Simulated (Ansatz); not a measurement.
Crystal: Gd.

```
Gd
1.0
    -2.02500    2.02500    2.02500
     2.02500   -2.02500    2.02500
     2.02500    2.02500   -2.02500
Gd
1
Direct
  0.00000 0.00000 0.00000
```

This isn't the form of Gd at room conditions, which is hcp.

Base run:

| Quantity | Value |
| --- | --- |
| Program | Ansatz 0.2.0 |
| Functional | PBEsol |
| Potentials or basis | Ansatz PAW |
| Cutoff | 420 eV (not typed: the program's choice for these potentials) |
| k mesh | 7 × 7 × 7 |
| Occupations | fermi-dirac, width 0.05 eV |
| Spin | collinear spin, ferromagnetic start |
| Starting moments | [7.0] μB |

Its results: band gap on the k mesh none (metal or under the smearing width); pressure -2.4 GPa; net moment 7.62 μB per cell; site moments Gd +7.34 μB.

Q: After a change of settings the same cell gave: band gap on the k mesh none (metal or under the smearing width); pressure 1.1 GPa; net moment 7.47 μB per cell; site moments Gd +7.25 μB. Which change was it?
A. functional from PBEsol to BLYP
B. functional from PBEsol to RPBE
C. functional from PBEsol to r2SCAN; cutoff from 420 eV (not typed: the program's choice for these potentials) to 500 eV (not typed: the program's choice for these potentials)
D. functional from PBEsol to revPBE

A: A.

BLYP binds less tightly than PBEsol, so the same cell stands under more pressure.

Caveats: spin-orbit coupling is left out, which moves the levels of the heavy elements; the PAW data sets come from PBE, with cores solved anew for the run's functional, which leaves a small shift of forces and pressure.

Runs at the PBE level aren't shown here.
